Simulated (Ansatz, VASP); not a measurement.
Given: the input of a run of Ansatz 0.2.0 on PtSe2 (Sudovikovite).

input.yaml

```yaml
crystal:
  lattice:
    - [3.6479786689, 0.0, 0.0]
    - [-1.8239893344, 3.1592421997, 0.0]
    - [0.0, 0.0, 4.9586648823]
  atoms:
    - { symbol: Pt, position: [0.0, 0.0, 0.0] }
    - { symbol: Se, position: [0.6666666667, 0.3333333333, 0.75] }
    - { symbol: Se, position: [0.3333333333, 0.6666666667, 0.25] }
hamiltonian:
  xc: pbesol
  pseudopotentials: { kind: paw }
  dispersion: d4
kpoints:
  mp_grid: { grid: [8, 8, 5] }
scf:
  occupations: { method: fermi_dirac, width: 0.05 }
output:
  forces: true
  stress: true
  eigenvalues: true
```

Potentials or basis: Ansatz PAW.

Launch:

```sh
$ ansatz run input.yaml --threads 2 --pin off --max-ram 5120MiB --backend cpu --events-out ev --progress --plain --runs-dir out
```

Task: Set up the same calculation for VASP 6.6.1. Potentials there: VASP PAW PBE potentials, release 64 (Pt, Se).

Result: As run (the cutoff follows the program's own potentials):

Contents of INCAR:

```
SYSTEM = PtSe2
ALGO     = Normal         ! electronic algorithm
EDIFF    = 1E-7           ! SCF threshold, eV
ENCUT    = 520            ! plane-wave cutoff, eV
GGA      = PS             ! functional
ISIF     = 2              ! what is computed and relaxed
ISMEAR   = -1             ! smearing method
IVDW     = 13             ! dispersion correction
LASPH    = .True.         ! aspherical terms in the spheres
LCHARG   = .False.        ! write CHGCAR
LREAL    = .False.        ! projectors in reciprocal space
LWAVE    = .False.        ! write WAVECAR
NBANDS   = 18             ! bands
NELM     = 100            ! most SCF steps
PREC     = Accurate       ! precision mode
SIGMA    = 0.05           ! smearing width, eV
```

File KPOINTS:

```
k-points
0
Gamma
  8 8 5
  0 0 0
```

POSCAR

```
PtSe2
1.0
    3.6479786689      0.0000000000      0.0000000000
   -1.8239893344      3.1592421997      0.0000000000
    0.0000000000      0.0000000000      4.9586648823
Pt Se
1 2
Direct
    0.0000000000      0.0000000000      0.0000000000
    0.6666666667      0.3333333333      0.7500000000
    0.3333333333      0.6666666667      0.2500000000
```

Potentials or basis: VASP PAW PBE potentials, release 64 (Pt, Se).

Command:

```sh
$ cat potpaw_PBE.64/Pt/POTCAR potpaw_PBE.64/Se/POTCAR > POTCAR
$ mpirun -np 1 vasp_std > vasp.out
```

Both were run:

|  | VASP | Ansatz | Ansatz less VASP |
| --- | --- | --- | --- |
| gap on the k mesh at the Fermi level (eV) | none | none | - |
| pressure (GPa) | 9.7 | 9.5 | -0.18 |
| largest component of the traceless stress (GPa) | 3.47 | 3.41 | -0.055 |
| rms of the force components (eV/Å) | 0.585 | 0.573 | -0.0124 |
| dispersion energy (meV/atom) | -304.2 | -304.4 | -0.15 |

Atom by atom the forces differ by 0.012 eV/Å (rms over components). A gap of «none» marks a metal or a gap that the smearing closes. The two sets of potentials don't hold the same shells in valence.

Caveats: pairwise dispersion overbinds metals, which lowers pressure and volume; the PAW data sets were made with another functional, which shifts forces and pressure a little (VASP); the PAW data sets come from PBE, with cores solved anew for the run's functional, which leaves a small shift of forces and pressure (Ansatz); forces of over 1 eV/Å show positions far from the minimum, so gaps and moduli don't describe the material at rest (Ansatz). Spin-orbit coupling is left out, which matters for the levels of Pt.
